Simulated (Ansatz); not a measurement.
**IrO$_{2}$ (P4_2/mnm)**

Method: DFT r2SCAN, scalar-relativistic, plane waves, PAW in Ansatz 0.2.0.

Settings: cutoff 500 eV, Γ-centred mesh 8×8×12 on the computed 6-atom cell, Gaussian smearing of 0.10 eV; no spin polarisation.

The structure is relaxed at this level of theory with its symmetry kept.

It takes space group P4_2/mnm (No. 136, tetragonal). Conventional cell: a = 4.487 Å, b = 4.487 Å, c = 3.161 Å, α = 90.00°, β = 90.00°, γ = 90.00°. Around Ir (site symmetry mmm) lie 6 O at 1.96 to 1.99 Å. O (site symmetry m2m) is surrounded by 3 Ir at 1.96 to 1.99 Å.

* Volume per atom: 10.61 Å³
* Formation energy from the elements' standard states (uncorrected): -0.948 eV/atom
* Generalised Kohn–Sham band gap: none (metal)
* Density of states at the Fermi level: 2.87 states/eV per cell
* Löwdin character within 0.5 eV of the Fermi level: Ir 5d 56 %, O 2p 42 %
* Bulk modulus: 292 GPa
* Its pressure derivative: 4.6
* Bader charges (e): Ir (2 in the cell) 1.85, O (4 in the cell) -0.93

Spin-orbit coupling is left out, which matters for the bands of heavy elements.

A ferromagnetic start lost its moments in a first run, so spin was left out; other magnetic orders weren't tried.

Cost: 6 runs of about 15 core-minutes in all, on Arm Neoverse V1 (shared hosts).